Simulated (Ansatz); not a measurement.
**A strain series on SiC (wurtzite): uniaxial along z, other directions held**

SiC (wurtzite), relaxed with r2SCAN in Ansatz, then strained (uniaxial along z, other directions held; changes of length per length, axes as in the cell below) with the atoms relaxed again within the symmetry that is left. The symmetry is P6_3mc (No. 186, hexagonal); a = 3.075 Å, c = 5.048 Å in the conventional setting, 10.34 Å³ an atom. Si is surrounded by 4 C at 1.88–1.90 Å; C is surrounded by 4 Si at 1.88–1.90 Å. Spin-unpolarised throughout; all numbers are computed.

```
Si C
1.0
     3.07536    0.00000    0.00000
    -1.53768    2.66334    0.00000
     0.00000    0.00000    5.04811
Si C
2 2
Cartesian
  0.0000 1.7756 -0.0021
  1.5377 0.8878 2.5220
  0.0000 1.7756 1.8951
  1.5377 0.8878 4.4192
```

Gaps are the least over each mesh (PBE 12×12×6, r2SCAN 12×12×6, HSE06 6×6×4 when unstrained) and the special points, which keep their unstrained names; stress is the change from the unstrained cell, compression positive.

```tsv
strain (%)	gap, PBE (eV)	gap, r2SCAN (eV)	gap, HSE06 (eV)	edges, HSE06	stress along the strain, r2SCAN (GPa)	energy rise, r2SCAN (meV/atom)
-4.0	2.238	2.620	3.139	Γ → K	+24.70	31.2
-2.47	2.297	2.677	3.195	Γ → K	+14.89	11.7
-2.0	2.315	2.695	3.211	Γ → K	+11.98	7.6
-1.0	2.333	2.714	3.219	Γ → K	+5.87	1.9
0.0	2.277	2.653	3.160	Γ → K	0.00	0.0
+1.0	2.226	2.596	3.107	Γ → K	-5.62	1.8
+2.0	2.182	2.546	3.060	Γ → K	-10.97	7.2
+3.0	2.144	2.504	3.021	Γ → K	-16.03	15.9
+4.0	2.114	2.469	2.989	Γ → K	-20.79	27.8
```

Problem. Estimate the row for a strain of -3.0 %.

Solution.
```tsv
strain (%)	gap, PBE (eV)	gap, r2SCAN (eV)	gap, HSE06 (eV)	edges, HSE06	stress along the strain, r2SCAN (GPa)	energy rise, r2SCAN (meV/atom)
-3.0	2.277	2.658	3.176	Γ → K	+18.26	17.4
```

Between zero and the nearest strains the slope of the HSE06 gap against strain is -0.059 eV per percent for negative and -0.054 for positive strain.

The meshes of the hybrids are coarse, so their gaps aren't converged to the digits shown.
